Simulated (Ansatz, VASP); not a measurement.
**Two plane-wave programs on CO2**

The input INCAR:

```
SYSTEM = CO2
  PREC = Accurate
  ENCUT = 520
  EDIFF = 1E-6
  ISMEAR = 0
  SIGMA = 0.01
  LREAL = .False.
  LASPH = .True.
  NELM = 100
  ALGO = Normal
  ISIF = 2
  LWAVE = .False.
  LCHARG = .False.
  GGA = PS
  IVDW = 13
  NBANDS = 25
```

Contents of KPOINTS:

```
regular mesh
0
Gamma
  6 6 6
  0 0 0
```

POSCAR

```
CO2
1.0
   -1.9747300000      1.9747300000      3.0140600000
    1.9747300000     -1.9747300000      3.0140600000
    1.9747300000      1.9747300000     -3.0140600000
C O
2 4
Direct
    0.7500000000      0.2500000000      0.5000000000
    0.0000000000      0.0000000000      0.0000000000
    0.7098000000      0.1250000000      0.0848000000
    0.0402000000      0.6250000000      0.9152000000
    0.3750000000      0.2902000000      0.4152000000
    0.8750000000      0.9598000000      0.5848000000
```

Input for Ansatz:

```yaml
crystal:
  lattice:
    - [-1.97473, 1.97473, 3.01406]
    - [1.97473, -1.97473, 3.01406]
    - [1.97473, 1.97473, -3.01406]
  atoms:
    - { symbol: C, position: [0.75, 0.25, 0.5] }
    - { symbol: C, position: [0.0, 0.0, 0.0] }
    - { symbol: O, position: [0.7098, 0.12500000000000008, 0.08479999999999997] }
    - { symbol: O, position: [0.04020000000000002, 0.625, 0.9152] }
    - { symbol: O, position: [0.375, 0.2902, 0.4152] }
    - { symbol: O, position: [0.8749999999999999, 0.9598, 0.5848] }
basis:
  ecutwfc: 530.622031796766
  ecutrho_ratio: 8
kpoints:
  mp_grid:
    grid: [6, 6, 6]
hamiltonian:
  xc: pbesol
  dispersion: d4
scf:
  max_iter: 150
  occupations:
    method: fixed
output:
  eigenvalues: true
```

The cell comes from a database or a generator and needn't be the stable form of this composition.

Alike in both runs: task single point; functional PBEsol; dispersion D4; k mesh 6 × 6 × 6; no spin polarisation.

|  | VASP | Ansatz |
| --- | --- | --- |
| version | VASP 6.6.1 | Ansatz 0.2.0 |
| potentials or method | VASP PAW PBE potentials, release 64 (C, O) | plane waves, PAW |
| plane-wave cutoff (eV) | 520 | 531 |
| occupations | gaussian, width 0.01 eV | fixed |
| valence electrons in the cell | 32 | 32 |

```csv
,VASP,Ansatz,Ansatz less VASP
gap on the k mesh at the Fermi level (eV),7.53,7.59,+0.059
dispersion energy (meV/atom),-71.6,-71.7,-0.05
```

 As with any semilocal functional, this PBEsol gap is likely too small. A k mesh can miss the band edges.
